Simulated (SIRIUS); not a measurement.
Crystal: In.

```
CELL_PARAMETERS angstrom
-1.88253 1.88253 1.88253
1.88253 -1.88253 1.88253
1.88253 1.88253 -1.88253
ATOMIC_POSITIONS crystal
In 0.00000 0.00000 0.00000
```

This isn't the form of In at room conditions, which is tetragonal.

```yaml
Program: SIRIUS 7.12.0
Task: single point
Functional: PBEsol
Potentials_or_basis: PseudoDojo 0.4.1 PBEsol standard (scalar relativistic)
Cutoff: 960 eV
Density_cutoff: 3840 eV
k_mesh: 10 × 10 × 10
Occupations: fermi-dirac, width 0.05 eV
Spin: no spin polarisation
```

On this cell: pressure -1.3 GPa; band gap on the k mesh none (metal or under the smearing width).

The same run follows on a disturbed copy (cell strained at random at fixed volume):

```
In
1.0
    -1.86975    1.85713    1.91387
     1.83353   -1.91280    1.93333
     1.85852    1.90157   -1.96954
In
1
Direct
  0.99990 0.99783 0.00147
```

Question: What does the disturbed cell give?

Answer: The energy (extrapolated to zero smearing) moves by +1.5 meV/atom; pressure -1.3 GPa; band gap on the k mesh none (metal or under the smearing width).

Stress tensor (GPa, compression positive):
```
-0.83 -0.07  0.32
-0.07 -1.42  0.62
 0.32  0.62 -1.57
```
